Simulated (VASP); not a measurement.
# Rh (P6_3/mmc) in VASP: notebook, part 2 of 2

VASP 6.6.1. Earlier steps stand in the parts before.

## 4. Relaxation of cell and atoms, BLYP

This run uses another cell than the first one, of 13.75 Å³/atom, 0.922 times its volume.

Contents of INCAR:

```
AGGAC = 1.0
AGGAX = 1.0
ALDAC = 0.0
ALDAX = 1.0
ALGO = Fast
EDIFF = 1E-6
EDIFFG = -0.01
ENCUT = 600
GGA = B5
IBRION = 2
ISIF = 3
ISMEAR = -1
LASPH = True
LCHARG = False
LREAL = False
LWAVE = False
NELM = 60
NSW = 80
PREC = Accurate
SIGMA = 0.1
```

Contents of KPOINTS:

```
k-points
0
Gamma
  13 13 7
```

Contents of POSCAR:

```
Rh
1.0
    2.6891940459      0.0000000000      0.0000000000
   -1.3445970229      2.3289103594      0.0000000000
    0.0000000000      0.0000000000      4.3914538769
Rh
2
Direct
    0.3333333333      0.6666666667      0.2500000000
    0.6666666667      0.3333333333      0.7500000000
```

Potentials or basis: VASP PAW PBE potentials, release 64 (Rh_pv).

On the command line:

```sh
cat potpaw_PBE.64/Rh_pv/POTCAR > POTCAR
mpirun -np 1 vasp_std > vasp.out
```

OUTCAR:

```text
EDIFF = 1E-6
   EDIFFG = -0.01
   ENCUT = 600
   GGA = B5
   IBRION = 2
   ISIF = 3
   ISMEAR = -1
   LASPH = True
   LREAL = False
   NELM = 60
   NSW = 80
   PREC = Accurate

 ion  position               nearest neighbor table
   1  0.333  0.667  0.250-   2 2.69   2 2.69   2 2.69   2 2.69   2 2.69   2 2.69
   2  0.667  0.333  0.750-   1 2.69   1 2.69   1 2.69   1 2.69   1 2.69   1 2.69

  LATTYP: Found a hexagonal cell.
 ALAT       =     2.6891940459
 C/A-ratio  =     1.6330000000

  Lattice vectors:

 A1 = (   2.6891940459,   0.0000000000,   0.0000000000)
 A2 = (  -1.3445970229,   2.3289103594,   0.0000000000)
 A3 = (   0.0000000000,   0.0000000000,   4.3914538769)

Analysis of symmetry for initial positions (statically):
=====================================================================
 Subroutine PRICEL returns:
 Original cell was already a primitive cell.

 Routine SETGRP: Setting up the symmetry group for a
 hexagonal supercell.

 Subroutine GETGRP returns: Found 24 space group operations
 (whereof 12 operations were pure point group operations)
 out of a pool of 24 trial point group operations.

The static configuration has the point symmetry D_3d.
 The point group associated with its full space group is D_6h.

Analysis of symmetry for dynamics (positions and initial velocities):
=====================================================================
 Subroutine PRICEL returns:
 Original cell was already a primitive cell.

 Routine SETGRP: Setting up the symmetry group for a
 hexagonal supercell.

 Subroutine GETGRP returns: Found 24 space group operations
 (whereof 12 operations were pure point group operations)
 out of a pool of 24 trial point group operations.

The dynamic configuration has the point symmetry D_3d.
 The point group associated with its full space group is D_6h.

 Subroutine INISYM returns: Found 24 space group operations
 (whereof 12 operations are pure point group operations),
 and found     1 'primitive' translations

----------------------------------------------------------------------------------------

                                     Primitive cell

  volume of cell :      27.5032

  direct lattice vectors                    reciprocal lattice vectors
     2.689194046  0.000000000  0.000000000     0.371858625  0.214692677  0.000000000
    -1.344597023  2.328910359  0.000000000     0.000000000  0.429385354  0.000000000
     0.000000000  0.000000000  4.391453877     0.000000000  0.000000000  0.227715018

  length of vectors
     2.689194046  2.689194046  4.391453877     0.429385354  0.429385354  0.227715018

  position of ions in fractional coordinates (direct lattice)
     0.333333333  0.666666667  0.250000000
     0.666666667  0.333333333  0.750000000

  ion indices of the primitive-cell ions
   primitive index   ion index
                 1           1
                 2           2

----------------------------------------------------------------------------------------

 KPOINTS: k-points

Automatic generation of k-mesh.
 Grid dimensions read from file:
[... 55 lines left out ...]
 SYSTEM =  unknown system
   PREC   = accura    normal or accurate (medium, high low for compatibility)
   ISTART =      0    job   : 0-new  1-cont  2-samecut
   ICHARG =      2    charge: 1-file 2-atom 10-const
   ISPIN  =      1    spin polarized calculation?
   LNONCOLLINEAR =      F non collinear calculations
   LSORBIT =      F    spin-orbit coupling
   LASPH  =      T    aspherical Exc in radial PAW
   ENCUT  =  600.0 eV  44.10 Ry    6.64 a.u.   5.37  5.37  8.77*2*pi/ulx,y,z
   NELM   =     60;   NELMIN=  2; NELMDL= -5     # of ELM steps
   EDIFF  = 0.1E-05   stopping-criterion for ELM
   LREAL  =      F    real-space projection
   EDIFFG = -.1E-01   stopping-criterion for IOM
   NSW    =     80    number of steps for IOM
   IBRION =      2    ionic relax: 0-MD 1-quasi-New 2-CG
   NFREE  =      1    steps in history (QN), initial steepest desc. (CG)
   ISIF   =      3    stress and relaxation
   ISYM   =      2    0-nonsym 1-usesym 2-fastsym
   POTIM  = 0.5000    time-step for ionic-motion
   TEBEG  =    0.0;   TEEND  =   0.0 temperature during run
   PSTRESS=    0.0 pullay stress
   NELECT =      30.0000    total number of electrons
   NUPDOWN=      -1.0000    fix difference up-down
   EMIN   =  10.00;   EMAX   =-10.00  energy-range for DOS
   EFERMI =   0.00;   METHOD = LEGACY
   ISMEAR =    -1;   SIGMA  =   0.10  broadening in eV -4-tet -1-fermi 0-gaus
   EFERMI_NEDOS =   21; number of points for ismear=-14 and -15
   IALGO  =     68    algorithm
   IMIX   =      4    mixing-type and parameters
     AMIX     =   0.40;   BMIX     =  1.00
     AMIX_MAG =   1.60;   BMIX_MAG =  1.00
  volume/ion in A,a.u.               =      13.75        92.80
  Fermi-wavevector in a.u.,A,eV,Ry     =   1.685211  3.184586 38.639656  2.839935
  Thomas-Fermi vector in A             =   2.768095
   LORBIT       =      0    0 simple, 1 ext, 2 COOP (PROOUT), +10 PAW based schemes
   GGA     = B5    functional components
   LHFCALC =     F    Hartree Fock is set to
   AEXX    =    0.0000 exact exchange contribution
   IVDW    =     0    specifies the selected vdW correction
   LEPSILON=     F    determine dielectric tensor
   LRPA    =     F    only Hartree local field effects (RPA)
 conjugate gradient relaxation of ions
 non-spin polarized calculation
 RMM-DIIS sequential band-by-band and
  energy-cutoff  :      600.00
  volume of cell :       27.50
 maximum number of plane-waves:       941
 NGX is ok and might be reduce to    24
   NGX = 11   NGY = 11   NGZ = 17

--------------------------------------- Ionic step        1  -------------------------------------------

 number of electron      30.0000003 magnetization

 Free energy of the ion-electron system (eV)
  ---------------------------------------------------
  ext. energy  EPLUGINS =         0.00000000
  ---------------------------------------------------
  free energy    TOTEN  =       -12.16087358 eV

  energy without entropy =      -12.04849511  energy(sigma->0) =      -12.10468435

------------------------ aborting loop because EDIFF is reached ----------------------------------------

  FORCE on cell =-STRESS in cart. coord.  units (eV):
  Direction    XX          YY          ZZ          XY          YZ          ZX
  --------------------------------------------------------------------------------------
  -------------------------------------------------------------------------------------
  Total        3.9097510      3.9097510      3.3607655      0.0000000      0.0000000      0.0000000
  in kB      227.7594686    227.7594686    195.7787510      0.0000000      0.0000000      0.0000000
  external PRESSURE =     217.0992294 kB  Pullay stress =       0.0000000 kB
[... 23 lines left out ...]
--------------------------------------- Ionic step        2  -------------------------------------------

 number of electron      29.9999983 magnetization

 E-fermi :   8.2949     XC(G=0): -11.8166

 val. band max:        8.2918416930   @ k =   0.3846   0.0000   0.1429
 cond. band min:       8.2992932694   @ k =   0.2308   0.1538   0.1429
 fundamental gap:      0.0074515764
 Fermi energy:         8.2948770162

 k-point     1 :       0.0000    0.0000    0.0000
  band No.  band energies     occupation
      1     -37.8015      2.00000
      2     -37.5273      2.00000
      3     -37.5273      2.00000
      4     -37.4971      2.00000
      5     -37.4810      2.00000
      6     -37.4810      2.00000
[... 584 lines left out ...]
  FREE ENERGIE OF THE ION-ELECTRON SYSTEM (eV)
  ---------------------------------------------------
  free  energy   TOTEN  =       -12.3092742626 eV

  energy  without entropy=      -12.1799917454  energy(sigma->0) =      -12.24463300

[... ionic steps 4 to 8 ...]

--------------------------------------- Ionic step        9  -------------------------------------------

 number of electron      30.0000002 magnetization

------------------------ aborting loop because EDIFF is reached ----------------------------------------
[... 67 lines left out ...]
--------------------------------------- Ionic step       11  -------------------------------------------

 number of electron      30.0000002 magnetization

 Free energy of the ion-electron system (eV)
  ---------------------------------------------------
  ext. energy  EPLUGINS =         0.00000000
  ---------------------------------------------------
  free energy    TOTEN  =       -12.31115116 eV

  energy without entropy =      -12.18253024  energy(sigma->0) =      -12.24684070

 E-fermi :  11.0386     XC(G=0): -12.8615

 val. band max:       11.0376688103   @ k =   0.3846   0.0769   0.1429
 cond. band min:      11.0390515080   @ k =   0.0769   0.0000   0.4286
 fundamental gap:      0.0013826978
 Fermi energy:        11.0385622700

 k-point     1 :       0.0000    0.0000    0.0000
  band No.  band energies     occupation
      1     -35.6612      2.00000
      2     -35.1528      2.00000
      3     -35.1528      2.00000
      4     -35.0850      2.00000
      5     -35.0674      2.00000
      6     -35.0674      2.00000
[... 548 lines left out ...]
  FREE ENERGIE OF THE ION-ELECTRON SYSTEM (eV)
  ---------------------------------------------------
  free  energy   TOTEN  =       -12.3111511615 eV

  energy  without entropy=      -12.1825302412  energy(sigma->0) =      -12.24684070

 reached required accuracy - stopping structural energy minimisation
```

OSZICAR:

```text
N       E                     dE             d eps       ncg     rms          rms(c)
DAV:   1     0.351197480472E+03    0.35120E+03   -0.21330E+04  3200   0.204E+03
DAV:   2    -0.452098915152E+01   -0.35572E+03   -0.34686E+03  3313   0.555E+02
DAV:   3    -0.129160426490E+02   -0.83951E+01   -0.81329E+01  3457   0.928E+01
[... 93 lines left out ...]
DAV:   1    -0.123125145093E+02   -0.13993E-02   -0.22908E-02  3291   0.186E+00    0.254E-01
RMM:   2    -0.123111274668E+02    0.13870E-02   -0.46302E-03  3192   0.651E-01    0.428E-02
RMM:   3    -0.123111426719E+02   -0.15205E-04   -0.22367E-04  3192   0.109E-01    0.271E-02
RMM:   4    -0.123111515923E+02   -0.89204E-05   -0.25545E-05  3192   0.516E-02    0.529E-03
RMM:   5    -0.123111511615E+02    0.43086E-06   -0.38265E-06  2153   0.199E-02
  11 F= -.12311151E+02 E0= -.12246841E+02  d E =-.196437E-04
```

CONTCAR:

```text
Rh
   1.00000000000000
     2.7785729518978024    0.0000000000019402    0.0000000000000000
    -1.3892864758955590    2.4063147625500378   -0.0000000000000000
    -0.0000000000000000   -0.0000000000000000    4.4701402797318517
  Rh
     2
Direct
     0.3333333332999970    0.6666666667000030    0.2500000000000000
     0.6666666667000030    0.3333333332999970    0.7500000000000000

  0.00000000E+00  0.00000000E+00  0.00000000E+00
  0.00000000E+00  0.00000000E+00  0.00000000E+00
```

It took 4.5 min on 1 thread of AMD EPYC 9R45 (Zen 5), shared host; peak memory 0.16 GiB.

What came out:

```yaml
Free_energy: -12.3112 eV
Relaxed_volume: 14.94 Å³/atom
Relaxed_cell: a = 2.779 Å, b = 2.779 Å, c = 4.470 Å, α = 90.00°, β = 90.00°, γ = 120.00°
Space_group_after_relaxing_to_0.05_Å: P6_3/mmc (No. 194)
Energy_gained_by_relaxing: 75.1 meV/atom
Ionic_steps: 11
Pressure_after_relaxing: 0.0 GPa
Band_gap_on_the_k_mesh: none (metal or under the smearing width)
```

The path:
| step | energy change (eV) | largest force (eV/Å) | pressure (GPa) | volume (Å³) |
| --- | --- | --- | --- | --- |
| 1 | 0.0000 | 0.0000 | 21.71 | 27.50 |
| 2 | 0.3407 | 0.0000 | -22.77 | 35.61 |
| 3 | -0.1484 | 0.0000 | -1.09 | 30.05 |
| 4 | -0.1489 | 0.0000 | -0.35 | 29.92 |
| 5 | -0.1489 | 0.0000 | 0.07 | 29.87 |
| 6 | -0.1501 | 0.0000 | 0.12 | 29.86 |
| 7 | -0.1502 | 0.0000 | 0.25 | 29.86 |
| 8 | -0.1503 | 0.0000 | 0.21 | 29.86 |
| 9 | -0.1503 | 0.0000 | 0.19 | 29.86 |
| 10 | -0.1502 | 0.0000 | -0.22 | 29.93 |
| 11 | -0.1503 | 0.0000 | -0.01 | 29.89 |

Final structure:
```
Rh
1.0
     2.77857    0.00000    0.00000
    -1.38929    2.40631    0.00000
     0.00000    0.00000    4.47014
Rh
2
Direct
  0.33333 0.66667 0.25000
  0.66667 0.33333 0.75000
```

Caveat: the PAW data sets were made with another functional, which shifts forces and pressure a little.

## 5. Single point, BLYP

This run uses another cell than the first one, of 15.51 Å³/atom, 1.040 times its volume.

Contents of INCAR:

```
  PREC = Accurate
  ENCUT = 520
  EDIFF = 1E-6
  ISMEAR = -1
  SIGMA = 0.1
  LREAL = False
  LASPH = True
  NELM = 100
  ALGO = Normal
  ISIF = 2
  LWAVE = False
  LCHARG = True
  GGA = B5
  ALDAX = 1.0
  AGGAX = 1.0
  AGGAC = 1.0
  ALDAC = 0.0
  LELF = True
  LVHAR = True
  NBANDS = 22
```

Contents of KPOINTS:

```
Automatic mesh
0
Gamma
  15 15 8
```

Contents of POSCAR:

```
Rh
1.0
    2.8134938733      0.0000000000      0.0000000000
   -1.4067469366      2.4365571677      0.0000000000
    0.0000000000      0.0000000000      4.5250626112
Rh
2
Direct
    0.3333333333      0.6666666667      0.2500000000
    0.6666666667      0.3333333333      0.7500000000
```

Potentials or basis: VASP PAW PBE potentials, release 64 (Rh_pv).

On the command line:

```sh
cat potpaw_PBE.64/Rh_pv/POTCAR > POTCAR
mpirun -np 1 vasp_std > vasp.out
```

OUTCAR:

```text
PREC = Accurate
   ENCUT = 520
   EDIFF = 1E-6
   ISMEAR = -1
   LREAL = False
   LASPH = True
   NELM = 100
   ISIF = 2
   GGA = B5

 ion  position               nearest neighbor table
   1  0.333  0.667  0.250-   2 2.79   2 2.79   2 2.79   2 2.79   2 2.79   2 2.79
   2  0.667  0.333  0.750-   1 2.79   1 2.79   1 2.79   1 2.79   1 2.79   1 2.79

  LATTYP: Found a hexagonal cell.
 ALAT       =     2.8134938733
 C/A-ratio  =     1.6083427990

  Lattice vectors:

[... 788 lines left out ...]
 [... further k-points ...]

------------------------ aborting loop because EDIFF is reached ----------------------------------------

  FORCE on cell =-STRESS in cart. coord.  units (eV):
  Direction    XX          YY          ZZ          XY          YZ          ZX
  --------------------------------------------------------------------------------------
  -------------------------------------------------------------------------------------
  Total       -1.3292617     -1.3292617     -1.4075102     -0.0000000     -0.0000000     -0.0000000
  in kB      -68.6552747    -68.6552747    -72.6967453     -0.0000000     -0.0000000     -0.0000000
  external PRESSURE =     -70.0024316 kB  Pullay stress =       0.0000000 kB

 VOLUME and BASIS-vectors are now :
 -----------------------------------------------------------------------------
  energy-cutoff  :      520.00
  volume of cell :       31.02
      direct lattice vectors                 reciprocal lattice vectors
     2.813493873  0.000000000  0.000000000     0.355429955  0.205207580  0.000000000
    -1.406746937  2.436557168  0.000000000     0.000000000  0.410415160  0.000000000
     0.000000000  0.000000000  4.525062611     0.000000000  0.000000000  0.220991417

 POSITION                                       TOTAL-FORCE (eV/Angst)
 -----------------------------------------------------------------------------------
     -0.00000      1.62437      1.13127        -0.000000     -0.000000      0.000000
      1.40675      0.81219      3.39380         0.000000      0.000000      0.000000
 -----------------------------------------------------------------------------------
    total drift:                               -0.000000      0.000000     -0.000000

  FREE ENERGIE OF THE ION-ELECTRON SYSTEM (eV)
  ---------------------------------------------------
  free  energy   TOTEN  =       -12.2892402649 eV

  energy  without entropy=      -12.1539163639  energy(sigma->0) =      -12.22157831
```

stdout:

```text
POSCAR found type information on POSCAR Rh
 POSCAR found :  1 types and       2 ions
 scaLAPACK will be used
 -----------------------------------------------------------------------------
|                                                                             |
|                                                                             |
|     You enforced a specific xc type in the INCAR file but a different       |
|     I HOPE YOU KNOW WHAT YOU ARE DOING!                                     |
|                                                                             |
 -----------------------------------------------------------------------------

 LDA part: xc-table for (Slater(with rela. corr.)+VWN5), standard interpolation
 POSCAR, INCAR and KPOINTS ok, starting setup
 FFT: planning ... GRIDC
 FFT: planning ... GRID_SOFT
 FFT: planning ... GRID
 WAVECAR not read
 entering main loop
```

Wall time 50 s (1 thread of AMD EPYC 9R45 (Zen 5), shared host); peak memory 0.17 GiB.

Results:

| Quantity | Value |
| --- | --- |
| Free energy | -12.2892 eV |
| Pressure | -7.0 GPa |
| Band gap on the k mesh | none (metal or under the smearing width) |

Caveat: the PAW data sets were made with another functional, which shifts forces and pressure a little.

## 6. Overview

| task | cell | k mesh | cutoff (eV) | gap on the mesh (eV) | pressure (GPa) |
| --- | --- | --- | --- | --- | --- |
| single point | P6_3/mmc, 14.91 Å³/atom | 21 × 21 × 12 | 520 | none | 0.5 |
| single point | P6_3/mmc, 14.91 Å³/atom | 13 × 13 × 7 | 520 | none | 0.5 |
| relaxation of cell and atoms | relaxed | 13 × 13 × 7 | 600 | none | 0.0 |
| single point | P6_3/mmc, 15.51 Å³/atom | 15 × 15 × 8 | 520 | none | -7.0 |

Alike in all rows: level BLYP; potentials or basis VASP PAW PBE potentials, release 64 (Rh_pv); no spin polarisation; smearing fermi-dirac 0.1 eV.

Every run on the cell as given and a fine mesh finds a metal.

Caveats: the PAW data sets were made with another functional, which shifts forces and pressure a little.

Absolute energies hang on the potentials; compare differences alone.
